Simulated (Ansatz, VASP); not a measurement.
**BN in VASP and in Ansatz**

File INCAR:

```
ALGO = Fast
EDIFF = 1E-6
ENCUT = 520
GGA = PE
ISIF = 2
ISMEAR = 0
LASPH = T
LCHARG = F
LREAL = F
LWAVE = F
NBANDS = 11
NELM = 100
PREC = Accurate
SIGMA = 0.024
```

The input KPOINTS:

```
k-points
0
Gamma
  13 13 13
```

POSCAR

```
BN
1.0
    0.0000000000      1.8130010000      1.8130010000
    1.8130010000      0.0000000000      1.8130010000
    1.8130010000      1.8130010000      0.0000000000
N B
1 1
Direct
    0.2500000000      0.2500000000      0.2500000000
    0.0000000000      0.0000000000      0.0000000000
```

input.yaml

```yaml
crystal:
  lattice:
    - [0.0, 1.813001, 1.813001]
    - [1.813001, 0.0, 1.813001]
    - [1.813001, 1.813001, 0.0]
  atoms:
    - { symbol: "N", position: [0.25, 0.25, 0.25] }
    - { symbol: B, position: [0.0, 0.0, 0.0] }
hamiltonian:
  xc: pbe
  pseudopotentials: { kind: paw }
kpoints:
  mp_grid: { grid: [13, 13, 13] }
scf:
  occupations: { method: gaussian, width: 0.024 }
output:
  forces: true
  stress: true
  eigenvalues: true
  write_density: true
  write_potential: true
  elf: true
  volumetric_format: npy
```

The cell is a database's computed one.

Alike in both runs: task single point; functional PBE; k mesh 13 × 13 × 13; occupations gaussian, width 0.024 eV; no spin polarisation.

|  | VASP | Ansatz |
| --- | --- | --- |
| version | VASP 6.6.1 | Ansatz 0.2.0 |
| potentials or method | VASP PAW PBE potentials, release 64 (N, B) | Ansatz PAW |
| plane-wave cutoff (eV) | 520 | 420 |
| valence electrons in the cell | 8 | 8 |

Ansatz gave:

```
gap on the k mesh at the Fermi level (eV) : 4.54
least direct gap on the mesh (eV)         : 8.79
pressure (GPa)                            : -0.4
```

Task: Estimate VASP's values.

Result: gap on the k mesh at the Fermi level (eV): 4.52; least direct gap on the mesh (eV): 8.78; pressure (GPa): -0.2.

The functional is the same, so the differences come from potentials, cutoffs and numerics.

Caveats: an odd mesh through Γ misses points on the zone boundary, where band edges often lie (VASP); odd divisions of the mesh miss points on the zone boundary, where band edges often lie, so the gap on the mesh can be too wide (Ansatz); the pressure holds a Pulay correction of +1.1 GPa for the finite cutoff (Ansatz). Expect the measured gap to be larger: semilocal functionals such as PBE lack the derivative discontinuity.
